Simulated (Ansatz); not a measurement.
## Cr: electron localisation function with LDA

Crystal: Cr.

```
Cr
1.0
    -1.47292    1.45888    1.45961
     1.48776   -1.48758    1.50316
     1.49157    1.50623   -1.48832
Cr
1
Direct
  0.99939 0.00112 0.99027
```

The cell isn't the ideal one: cell strained at random at fixed volume.

```json
{"Program": "Ansatz 0.2.0", "Task": "electron localisation function", "Functional": "LDA", "Potentials or basis": "Ansatz PAW earlier set", "Cutoff": "1070 eV", "Density cutoff": "4280 eV", "k mesh": "10 × 10 × 10", "Occupations": "fermi-dirac, width 0.15 eV", "Spin": "collinear spin, ferromagnetic start", "Starting moments": "[3.0] μB"}
```

| Property | Result |
| --- | --- |
| Pressure | -37.2 GPa |
| Band gap on the k mesh | none (metal or under the smearing width) |
| Net moment | 0.00 μB per cell |
| Absolute moment | 0.00 μB per cell |

Stress tensor (GPa, compression positive):
```
-38.02  -0.58  -0.46
 -0.58 -36.95   0.85
 -0.46   0.85 -36.77
```

Levels at points of the mesh, in eV from the Fermi level:
Spin up:
| k point | band 4 | band 5 | band 6 | band 7 | band 8 | band 9 | band 10 | band 11 |
| --- | --- | --- | --- | --- | --- | --- | --- | --- |
| (0.00, 0.00, 0.00) | -42.44 | -7.35 | -0.89 | -0.69 | -0.66 | 0.95 | 0.99 | 21.06 |
| (0.00, 0.00, -0.50) | -42.46 | -3.85 | -2.06 | 0.81 | 0.97 | 1.26 | 2.41 | 8.40 |
| (0.00, -0.50, 0.00) | -42.46 | -3.85 | -2.06 | 0.84 | 0.97 | 1.26 | 2.42 | 8.44 |
| (0.00, -0.50, -0.50) | -42.45 | -3.86 | -2.11 | 0.80 | 1.03 | 1.30 | 2.40 | 8.39 |
| (-0.50, 0.00, 0.00) | -42.48 | -3.85 | -2.04 | 0.94 | 1.13 | 1.18 | 2.51 | 8.77 |
| (-0.50, 0.00, -0.50) | -42.47 | -3.85 | -2.02 | 0.92 | 1.01 | 1.19 | 2.47 | 8.64 |
| (-0.50, -0.50, 0.00) | -42.47 | -3.84 | -2.01 | 0.91 | 1.02 | 1.18 | 2.48 | 8.65 |
| (-0.50, -0.50, -0.50) | -42.89 | -3.64 | -3.62 | 2.03 | 2.08 | 2.25 | 9.41 | 9.56 |
Spin down:
| k point | band 4 | band 5 | band 6 | band 7 | band 8 | band 9 | band 10 | band 11 |
| --- | --- | --- | --- | --- | --- | --- | --- | --- |
| (0.00, 0.00, 0.00) | -42.44 | -7.35 | -0.89 | -0.69 | -0.66 | 0.95 | 0.99 | 21.06 |
| (0.00, 0.00, -0.50) | -42.46 | -3.85 | -2.06 | 0.81 | 0.97 | 1.26 | 2.41 | 8.40 |
| (0.00, -0.50, 0.00) | -42.46 | -3.85 | -2.06 | 0.84 | 0.97 | 1.26 | 2.42 | 8.44 |
| (0.00, -0.50, -0.50) | -42.45 | -3.86 | -2.11 | 0.80 | 1.03 | 1.30 | 2.40 | 8.39 |
| (-0.50, 0.00, 0.00) | -42.48 | -3.85 | -2.04 | 0.94 | 1.13 | 1.18 | 2.51 | 8.77 |
| (-0.50, 0.00, -0.50) | -42.47 | -3.85 | -2.02 | 0.92 | 1.01 | 1.19 | 2.47 | 8.64 |
| (-0.50, -0.50, 0.00) | -42.47 | -3.84 | -2.01 | 0.91 | 1.02 | 1.18 | 2.48 | 8.65 |
| (-0.50, -0.50, -0.50) | -42.89 | -3.64 | -3.62 | 2.03 | 2.08 | 2.25 | 9.41 | 9.56 |

Run time: 37 s on 1 thread of AMD EPYC 7B13 (Zen 3), on a shared host, peak memory 0.82 GiB.

Caveat: the cell as given lies far from equilibrium; the starting moments collapsed, and a magnetic state may lie lower; the PAW data sets come from PBE, with cores solved anew for the run's functional, which leaves a small shift of forces and pressure; the starting moments weren't kept.
